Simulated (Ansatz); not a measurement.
All numbers below come from DFT PBE, scalar-relativistic, plane waves, PAW in Ansatz 0.2.0. Settings: cutoff 420 eV, Γ-centred meshes spaced at most about 0.3 Å⁻¹, and about 0.25 Å⁻¹ or finer for metals (2π included), Gaussian smearing. No spin polarisation.

All energies are static (0 K, no zero-point motion).

Two forms of SiW2 were relaxed alike.

A.

```yaml
crystal:
  lattice:
    - [3.17000, 0.00000, 0.00000]
    - [0.00000, 4.23282, 0.00000]
    - [0.00000, 0.00000, 6.75407]
  atoms:
    - { symbol: Si, position: [0.50000, 0.50000, 0.21036] }
    - { symbol: Si, position: [0.00000, 0.00000, 0.78964] }
    - { symbol: W, position: [0.00000, 0.50000, 0.50749] }
    - { symbol: W, position: [0.50000, 0.00000, 0.49251] }
    - { symbol: W, position: [0.50000, 0.50000, 0.84669] }
    - { symbol: W, position: [0.00000, 0.00000, 0.15331] }
```

B.

```yaml
crystal:
  lattice:
    - [2.74879, 0.00000, 0.00000]
    - [0.00000, 4.19046, 0.00000]
    - [-1.00735, 0.00000, 8.00150]
  atoms:
    - { symbol: Si, position: [0.13765, 0.75000, 0.76982] }
    - { symbol: Si, position: [0.86235, 0.25000, 0.23018] }
    - { symbol: W, position: [0.19884, 0.25000, 0.57954] }
    - { symbol: W, position: [0.29756, 0.75000, 0.10336] }
    - { symbol: W, position: [0.80116, 0.75000, 0.42046] }
    - { symbol: W, position: [0.70244, 0.25000, 0.89664] }
```

Question: Which form is favoured at zero pressure, and by what margin per atom?

Answer: A is lower, by 153 meV/atom. A has space group Pmmn (No. 59), 15.1 Å³/atom and no gap on its mesh; B has space group P2_1/m (No. 11), 15.4 Å³/atom and no gap. Counting Si atoms around W (those within 1.25 times the shortest such distance or 1.15 times the sum of covalent radii; a plus sign parts nearer from farther groups; a slash parts the counts of unlike sites), A has W 2+2/5 and B has W 2+1/5. In A, around Si lie 7 W at 2.46–2.67 Å, 2 W at 2.85 Å and 2 Si at 3.17 Å; W on its first site has 2 Si at 2.56 Å, 6 W at 2.65–2.79 Å, 2 Si at 2.85 Å and 4 W at 3.17–3.19 Å; W on its second site is surrounded by 1 Si at 2.46 Å, 4 Si at 2.67 Å, 2 W at 2.79 Å and 8 W at 3.17–3.36 Å. In B, Si is surrounded by 8 W at 2.61–2.85 Å and 2 Si at 2.75 Å; W on its first site is surrounded by 2 Si at 2.61 Å, 5 W at 2.62–2.75 Å, 1 Si at 2.85 Å and 3 W at 3.05 Å; around W on its second site lie 5 Si at 2.67–2.73 Å, 3 W at 2.75 Å and 5 W at 2.98–3.05 Å. Origin: A and B, each invented, then shaken at random and relaxed again.

Spin–orbit coupling, which can matter for W, is left out. Cells relaxed within their symmetry can be saddle points.

A is clearly the lower of the two metallic forms, by 153 meV/atom, and it is also slightly denser. The tungsten framework probably doesn't decide the order, since the short W–W contacts, close to those in the element, are about equally numerous in both once the two W sites are averaged. The contrast lies around silicon. Each Si has seven shorter W neighbours in either form, but in A they lie at 2.46–2.67 Å, against 2.61–2.73 Å in B. This suggests stronger mixing of W 5d with Si 3p states in A, which adds to the cohesion from W–W d bonding. B instead brings Si atoms to 2.75 Å from each other, well beyond a normal single bond, so these contacts can repay little of what is lost in W–Si bonding. In A the Si atoms are effectively isolated from one another.

The ranking covers only these two invented structures and doesn't show that A would resist decomposition into tungsten and a known, more silicon-rich silicide.
